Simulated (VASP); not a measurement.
# Br (Immm) in VASP: single point with LDA

Aim: the single point of Br with LDA.

All numbers are computed with VASP 6.6.1; they aren't measurements. Logs are shortened: lines on timing, memory, paths and dates and some standing lists are left out, and cuts for length are marked.

## (1) The structure

The structure is orthorhombic, space group Immm (No. 71). Conventional cell: a = 2.574 Å, b = 3.440 Å, c = 7.156 Å, α = 90.00°, β = 90.00°, γ = 90.00°. Br (site symmetry mmm) is surrounded by 2 Br at 2.57 Å.

## (2) Single point, LDA

The input, INCAR:

```
SYSTEM = Br
  PREC = Accurate
  ENCUT = 520
  EDIFF = 1E-6
  ISMEAR = 0
  SIGMA = 0.1
  LREAL = .False.
  LASPH = .True.
  NELM = 60
  ALGO = Fast
  ISIF = 2
  LWAVE = .False.
  LCHARG = .False.
  GGA = CA
  NBANDS = 10
```

The input, KPOINTS:

```
Automatic mesh
0
Gamma
  8 8 8
  0 0 0
```

The input, POSCAR:

```
Br
1.0
   -1.2867684050      1.7199972000      3.5779911600
    1.2867684050     -1.7199972000      3.5779911600
    1.2867684050      1.7199972000     -3.5779911600
Br
1
Direct
    0.0000000000      0.0000000000      0.0000000000
```

Potentials or basis: VASP PAW LDA potentials, release 64 (Br).

The run is started by

```sh
> cat potpaw_LDA.64/Br/POTCAR > POTCAR
> mpirun -np 1 vasp_std > vasp.out
```

OUTCAR:

```text
SYSTEM = Br
   PREC = Accurate
   ENCUT = 520
   EDIFF = 1E-6
   ISMEAR = 0
   LREAL = .False.
   LASPH = .True.
   NELM = 60
   ISIF = 2
   GGA = CA

 ion  position               nearest neighbor table
   1  0.000  0.000  0.000-

  LATTYP: Found a body centered orthorhombic cell.
 ALAT       =     2.5735368100
 B/A-ratio  =     1.3366796957
 C/A-ratio  =     2.7806022794

  Lattice vectors:

 A1 = (  -1.2867684050,   1.7199972000,   3.5779911600)
 A2 = (   1.2867684050,  -1.7199972000,   3.5779911600)
 A3 = (   1.2867684050,   1.7199972000,  -3.5779911600)

Analysis of symmetry for initial positions (statically):
=====================================================================
 Subroutine PRICEL returns:
 Original cell was already a primitive cell.

 Routine SETGRP: Setting up the symmetry group for a
 body centered orthorhombic supercell.

 Subroutine GETGRP returns: Found  8 space group operations
 (whereof  8 operations were pure point group operations)
 out of a pool of  8 trial point group operations.

The static configuration has the point symmetry D_2h.

Analysis of symmetry for dynamics (positions and initial velocities):
=====================================================================
 Subroutine PRICEL returns:
 Original cell was already a primitive cell.

 Routine SETGRP: Setting up the symmetry group for a
 body centered orthorhombic supercell.

 Subroutine GETGRP returns: Found  8 space group operations
 (whereof  8 operations were pure point group operations)
 out of a pool of  8 trial point group operations.

The dynamic configuration has the point symmetry D_2h.

 Subroutine INISYM returns: Found  8 space group operations
 (whereof  8 operations are pure point group operations),
 and found     1 'primitive' translations

----------------------------------------------------------------------------------------

                                     Primitive cell

  volume of cell :      31.6758

  direct lattice vectors                    reciprocal lattice vectors
    -1.286768405  1.719997200  3.577991160     0.000000000  0.290698148  0.139743218
     1.286768405 -1.719997200  3.577991160     0.388570312  0.000000000  0.139743218
     1.286768405  1.719997200 -3.577991160     0.388570312  0.290698148  0.000000000

  length of vectors
     4.173270185  4.173270185  4.173270185     0.322542370  0.412934685  0.485275489

  position of ions in fractional coordinates (direct lattice)
     0.000000000  0.000000000  0.000000000

  ion indices of the primitive-cell ions
   primitive index   ion index
                 1           1

----------------------------------------------------------------------------------------

 KPOINTS: Automatic mesh

Automatic generation of k-mesh.
 Grid dimensions read from file:
 generate k-points for:    8    8    8

 Generating k-lattice:

  Cartesian coordinates                     Fractional coordinates (reciprocal lattice)
     0.000000000  0.036337268  0.017467902     0.125000000  0.000000000  0.000000000
     0.048571289  0.000000000  0.017467902     0.000000000  0.125000000 -0.000000000
     0.048571289  0.036337268  0.000000000     0.000000000 -0.000000000  0.125000000

  Length of vectors
     0.040317796  0.051616836  0.060659436

  Shift w.r.t. Gamma in fractional coordinates (k-lattice)
     0.000000000  0.000000000  0.000000000

 Subroutine IBZKPT returns following result:
 ===========================================

 Found     95 irreducible k-points:

 Following reciprocal coordinates:
            Coordinates               Weight
  0.000000  0.000000  0.000000      1.000000
  0.125000  0.000000 -0.000000      4.000000
  0.250000  0.000000 -0.000000      4.000000
  0.375000  0.000000 -0.000000      4.000000
  0.500000  0.000000 -0.000000      2.000000
  0.000000  0.125000 -0.000000      4.000000
[... 16 lines left out ...]
  0.125000  0.375000  0.000000      8.000000
  0.250000  0.375000  0.000000      8.000000
 [... further k-points ...]
   k-points           NKPTS =     95   k-points in BZ     NKDIM =     95   number of bands    NBANDS=     10
   number of dos      NEDOS =    301   number of ions     NIONS =      1
   total plane-waves  NPLWV =  32768
   dimension x,y,z NGX =    32 NGY =   32 NGZ =   32
   dimension x,y,z NGXF=    64 NGYF=   64 NGZF=   64
   ions per type =               1
   NGX,Y,Z   is equivalent  to a cutoff of  12.75, 12.75, 12.75 a.u.
   NGXF,Y,Z  is equivalent  to a cutoff of  25.49, 25.49, 25.49 a.u.
 SYSTEM =  Br
   PREC   = accura    normal or accurate (medium, high low for compatibility)
   ISTART =      0    job   : 0-new  1-cont  2-samecut
   ICHARG =      2    charge: 1-file 2-atom 10-const
   ISPIN  =      1    spin polarized calculation?
   LNONCOLLINEAR =      F non collinear calculations
   LSORBIT =      F    spin-orbit coupling
   LASPH  =      T    aspherical Exc in radial PAW
   ENCUT  =  520.0 eV  38.22 Ry    6.18 a.u.   7.76  7.76  7.76*2*pi/ulx,y,z
   NELM   =     60;   NELMIN=  2; NELMDL= -5     # of ELM steps
   EDIFF  = 0.1E-05   stopping-criterion for ELM
   LREAL  =      F    real-space projection
   EDIFFG = 0.1E-04   stopping-criterion for IOM
   NSW    =      0    number of steps for IOM
   IBRION =     -1    ionic relax: 0-MD 1-quasi-New 2-CG
   NFREE  =      0    steps in history (QN), initial steepest desc. (CG)
   ISIF   =      2    stress and relaxation
   ISYM   =      2    0-nonsym 1-usesym 2-fastsym
   POTIM  = 0.5000    time-step for ionic-motion
   TEBEG  =    0.0;   TEEND  =   0.0 temperature during run
   PSTRESS=    0.0 pullay stress
   NELECT =       7.0000    total number of electrons
   NUPDOWN=      -1.0000    fix difference up-down
   EMIN   =  10.00;   EMAX   =-10.00  energy-range for DOS
   EFERMI =   0.00;   METHOD = LEGACY
   ISMEAR =     0;   SIGMA  =   0.10  broadening in eV -4-tet -1-fermi 0-gaus
   EFERMI_NEDOS =   21; number of points for ismear=-14 and -15
   IALGO  =     68    algorithm
   IMIX   =      4    mixing-type and parameters
     AMIX     =   0.40;   BMIX     =  1.00
     AMIX_MAG =   1.60;   BMIX_MAG =  1.00
  volume/ion in A,a.u.               =      31.68       213.76
  Fermi-wavevector in a.u.,A,eV,Ry     =   0.989764  1.870383 13.328717  0.979633
  Thomas-Fermi vector in A             =   2.121386
   LORBIT       =      0    0 simple, 1 ext, 2 COOP (PROOUT), +10 PAW based schemes
   GGA     = CA    functional components
   LHFCALC =     F    Hartree Fock is set to
   AEXX    =    0.0000 exact exchange contribution
   IVDW    =     0    specifies the selected vdW correction
   LEPSILON=     F    determine dielectric tensor
   LRPA    =     F    only Hartree local field effects (RPA)
 non-spin polarized calculation
 RMM-DIIS sequential band-by-band and
 Gauss-broadening in eV      SIGMA  =   0.10
  energy-cutoff  :      520.00
  volume of cell :       31.68
 maximum number of plane-waves:       870
   NGX = 15   NGY = 15   NGZ = 15

 number of electron       6.9999999 magnetization

 Free energy of the ion-electron system (eV)
  ---------------------------------------------------
  ext. energy  EPLUGINS =         0.00000000
  ---------------------------------------------------
  free energy    TOTEN  =        -2.09072222 eV

  energy without entropy =       -2.08587680  energy(sigma->0) =       -2.08829951

 E-fermi :   0.1352     XC(G=0):  -8.6350

 val. band max:        0.1306193107   @ k =   0.3750   0.3750   0.1250
 cond. band min:       0.1376596131   @ k =   0.5000   0.5000  -0.0000
 fundamental gap:      0.0070403025
 Fermi energy:         0.1351685595

 k-point     1 :       0.0000    0.0000    0.0000
  band No.  band energies     occupation
      1     -15.6309      2.00000
      2      -1.6958      2.00000
      3      -0.9650      2.00000
      4       4.0672      0.00000
      5       5.1888      0.00000
      6       9.2906      0.00000
      7      12.0970      0.00000
      8      13.1133      0.00000
      9      14.3354      0.00000
     10      20.1734      0.00000

 k-point     2 :       0.1250    0.0000   -0.0000
  band No.  band energies     occupation
      1     -15.5654      2.00000
      2      -1.8297      2.00000
      3      -1.5126      2.00000
      4       4.0887      0.00000
      5       5.8607      0.00000
      6       9.7656      0.00000
      7      10.8611      0.00000
      8      13.1661      0.00000
      9      16.5280      0.00000
     10      20.3558      0.00000

 k-point     3 :       0.2500    0.0000   -0.0000
  band No.  band energies     occupation
      1     -15.4001      2.00000
      2      -2.7905      2.00000
      3      -1.8616      2.00000
      4       4.1415      0.00000
      5       6.8149      0.00000
      6       9.5303      0.00000
      7      12.0712      0.00000
      8      13.3058      0.00000
      9      19.9578      0.00000
     10      20.7797      0.00000

 k-point     4 :       0.3750    0.0000   -0.0000
  band No.  band energies     occupation
      1     -15.2233      2.00000
      2      -3.7126      2.00000
      3      -2.0054      2.00000
      4       4.1957      0.00000
      5       6.6063      0.00000
      6      10.8190      0.00000
      7      13.4174      0.00000
      8      14.4988      0.00000
      9      18.0635      0.00000
     10      20.1687      0.00000
[... 222 lines left out ...]
 k-point    22 :       0.0000    0.3750    0.0000
  band No.  band energies     occupation
      1     -13.3420      2.00000
      2      -4.6092      2.00000
      3      -0.5571      2.00000
      4       0.6122      0.00000
      5       8.0099      0.00000
      6      10.3304      0.00000
      7      12.1259      0.00000
      8      12.6888      0.00000
      9      15.7593      0.00000
     10      16.2550      0.00000

 k-point    23 :       0.1250    0.3750    0.0000
  band No.  band energies     occupation
      1     -13.2657      2.00000
      2      -4.5825      2.00000
      3      -0.7396      2.00000
      4       0.1539      0.79122
      5       8.3903      0.00000
      6      10.3635      0.00000
      7      12.4015      0.00000
      8      12.4899      0.00000
      9      15.9140      0.00000
     10      17.0312      0.00000

 k-point    24 :       0.2500    0.3750    0.0000
  band No.  band energies     occupation
      1     -13.1206      2.00000
      2      -4.4677      2.00000
      3      -0.9858      2.00000
      4      -0.5610      2.00000
      5       8.8941      0.00000
      6       9.2504      0.00000
      7      12.1082      0.00000
      8      14.1842      0.00000
      9      15.8388      0.00000
     10      17.5285      0.00000

 [... further k-points ...]

------------------------ aborting loop because EDIFF is reached ----------------------------------------

  FORCE on cell =-STRESS in cart. coord.  units (eV):
  Direction    XX          YY          ZZ          XY          YZ          ZX
  --------------------------------------------------------------------------------------
  -------------------------------------------------------------------------------------
  Total       -0.7738151     -0.4416211     -0.2178709     -0.0000000      0.0000000      0.0000000
  in kB      -39.1399618    -22.3374209    -11.0200199     -0.0000000      0.0000000      0.0000000
  external PRESSURE =     -24.1658009 kB  Pullay stress =       0.0000000 kB

 VOLUME and BASIS-vectors are now :
 -----------------------------------------------------------------------------
  energy-cutoff  :      520.00
  volume of cell :       31.68
      direct lattice vectors                 reciprocal lattice vectors
    -1.286768405  1.719997200  3.577991160     0.000000000  0.290698148  0.139743218
     1.286768405 -1.719997200  3.577991160     0.388570312  0.000000000  0.139743218
     1.286768405  1.719997200 -3.577991160     0.388570312  0.290698148  0.000000000

 POSITION                                       TOTAL-FORCE (eV/Angst)
 -----------------------------------------------------------------------------------
      0.00000      0.00000      0.00000        -0.000000      0.000000     -0.000000
 -----------------------------------------------------------------------------------
    total drift:                                0.000000     -0.000000      0.000000

  FREE ENERGIE OF THE ION-ELECTRON SYSTEM (eV)
  ---------------------------------------------------
  free  energy   TOTEN  =        -2.0907222171 eV

  energy  without entropy=       -2.0858767960  energy(sigma->0) =       -2.08829951
```

It took 24 s on 1 thread of Intel Xeon Platinum 8488C (Sapphire Rapids), shared host; peak memory 0.16 GiB.

Results:

* Free energy: -2.0907 eV
* Pressure: -2.4 GPa
* Band gap on the k mesh: none (metal or under the smearing width)

Stress tensor (GPa, compression positive):
```
-3.91  0.00  0.00
 0.00 -2.23  0.00
 0.00  0.00 -1.10
```

Levels at points of the mesh, in eV from the Fermi level:
| k point | band 1 | band 2 | band 3 | band 4 | band 5 | band 6 | band 7 |
| --- | --- | --- | --- | --- | --- | --- | --- |
| (0.00, 0.00, 0.00) | -15.77 | -1.83 | -1.10 | 3.93 | 5.05 | 9.16 | 11.96 |
| (0.50, 0.00, 0.00) | -15.28 | -4.19 | -2.19 | 4.08 | 6.23 | 12.14 | 13.21 |
| (0.00, 0.50, 0.00) | -12.79 | -6.06 | -0.37 | 0.85 | 7.33 | 11.55 | 11.91 |
| (0.50, 0.50, 0.00) | -12.44 | -5.66 | -1.45 | 0.00 | 6.42 | 8.43 | 13.57 |
| (0.50, 0.50, 0.50) | -15.56 | -3.80 | -1.35 | 3.83 | 7.06 | 11.16 | 12.41 |

Caveat: the k mesh is coarse (spacing up to 0.38 Å⁻¹), so the values aren't converged; an odd number of electrons without spin polarisation forces a metal; a magnetic or distorted state may lie lower.
